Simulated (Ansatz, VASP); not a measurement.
# One calculation of Mg, two programs

```
CELL_PARAMETERS angstrom
-1.80728 1.80728 1.75684
1.80728 -1.80728 1.75684
1.80728 1.80728 -1.75684
ATOMIC_POSITIONS crystal
Mg 0.00000 0.00000 0.00000
```

This isn't the form of Mg at room conditions, which is hcp.

Alike in both runs: functional PBE; k mesh 14 × 14 × 14; occupations gaussian, width 0.1 eV; no spin polarisation.

Ansatz relaxed the structure, and its values are those at the end. VASP's run is a single point on that final structure, the one shown.

|  | VASP | Ansatz |
| --- | --- | --- |
| version | VASP 6.6.1 | Ansatz 0.2.0 |
| potentials or method | VASP PAW PBE potentials, release 64 (Mg) | scalar-relativistic, plane waves, PAW |
| plane-wave cutoff (eV) | 520 | 420 |
| valence electrons in the cell | 2 | 10 |

Ansatz gave:

```
gap on the k mesh at the Fermi level (eV) : none
pressure (GPa)                            : 0.0
```

Task: Which values does VASP return?

Result: gap on the k mesh at the Fermi level (eV): none; pressure (GPa): -0.2.

A gap of «none» marks a metal or a gap that the smearing closes. The two sets of potentials don't hold the same shells in valence.
